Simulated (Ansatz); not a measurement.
## Cubic perovskite BaSnO3

These are PBE (Ansatz, an electronic-structure program, PAW) values and carry that method's errors.

Numerical settings: plane-wave cutoff 520 eV, 8×8×8 k mesh, Fermi–Dirac smearing 0.01 eV, scalar-relativistic PAW data made under PBE.

Cell: measured lattice: a = 4.116 Å, b = 4.116 Å, c = 4.116 Å, α = 90.00°, β = 90.00°, γ = 90.00°.

For cubic perovskite BaSnO3, the band gap is 1.01 eV and the smallest direct gap on the k points sampled is 1.49 eV.

Measured, for comparison: band gap 2.95 eV (temperature not stated, not corrected to a static lattice, indirect, from the absorption edge of a single crystal; as tabulated in Kim et al. (2012), arXiv:1207.0764).

Note: cell and atoms aren't relaxed at this level (pressure 6.5 GPa).

Spin–orbit coupling is not included.

Static lattice: no zero-point or thermal effects.
